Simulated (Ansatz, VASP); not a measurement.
# NaF (Villiaumite) in VASP and in Ansatz

```
Na F
1.0
     0.00000    2.31277    2.31277
     2.31277    0.00000    2.31277
     2.31277    2.31277    0.00000
Na F
1 1
Direct
  0.00000 0.00000 0.00000
  0.50000 0.50000 0.50000
```

Alike in both runs: functional r2SCAN; k mesh 10 × 10 × 10; occupations fermi-dirac, width 0.02 eV; no spin polarisation.

Ansatz relaxed the structure, and its values are those at the end. VASP's run is a single point on that final structure, the one shown.

```csv
,VASP,Ansatz
version,VASP 6.6.1,Ansatz 0.2.0
potentials or method,"VASP PAW PBE potentials, release 64 (Na_pv, F)",PAW plane waves
plane-wave cutoff (eV),520,500
valence electrons in the cell,14,16
```

VASP gave:

| Item | Value |
| --- | --- |
| gap on the k mesh at the Fermi level (eV) | 7.20 |
| pressure (GPa) | -1.7 |

Problem. Estimate Ansatz's values.

Solution. gap on the k mesh at the Fermi level (eV): 7.17; pressure (GPa): -1.0.

The two sets of potentials don't hold the same shells in valence. Ansatz warned: «stress_scf_threshold_loose».

Caveats: the PAW data sets were made with another functional, which shifts forces and pressure a little (VASP). r2SCAN opens gaps a little over a GGA but as a rule still falls short of measured ones. A k mesh can miss the band edges.
